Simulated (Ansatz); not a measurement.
## Bands of Li2O

```xyz
3
Lattice="0.0000 2.3269 2.3269 2.3269 0.0000 2.3269 2.3269 2.3269 0.0000" Properties=species:S:1:pos:R:3 pbc="T T T"
Li    3.4903    3.4903    3.4903
Li    1.1634    1.1634    1.1634
O     0.0000    0.0000    0.0000
```

Atoms are numbered in the order listed.

Structure from Materials Project entry mp-1960 (possibly hypothetical), not relaxed further.

These are results of DFT, LDA, all-electron LAPW, scalar-relativistic in Ansatz 0.2.0, not measurements.

Sampling and basis: a Γ-centred 10×10×10 k mesh, Fermi–Dirac smearing of 0.03 eV, basis error target 1 meV/atom, no spin polarisation.

Points in fractions of the reciprocal vectors of this cell: Γ (0, 0, 0), X (0.5, 0, 0.5), U (0.625, 0.25, 0.625), K (0.375, 0.375, 0.75), L (0.5, 0.5, 0.5), W (0.5, 0.25, 0.75). The path joins them by straight lines in the order Γ–X–U–K–Γ–L–W–X; legs that retrace an earlier one aren't tabulated. Energies are in eV from the top of the valence band.

(1) Is there a gap, and where are the band edges?

(2) List the levels between -20 and 10 eV at the symmetry points.

Results:

(1) 4.77 eV, indirect from Γ to X (0.5, 0, 0.5).

(2) 
Γ: -15.07, 0.00 (×3), 5.08
X: -14.82, -1.58, -1.39 (×2), 4.77
U: -14.81, -2.01, -1.50, -1.09, 6.33
K: -14.81, -2.01, -1.50, -1.09, 6.33
L: -14.86, -2.75, -0.45 (×2), 8.94, 9.46
W: -14.81, -1.83, -1.48 (×2), 6.96
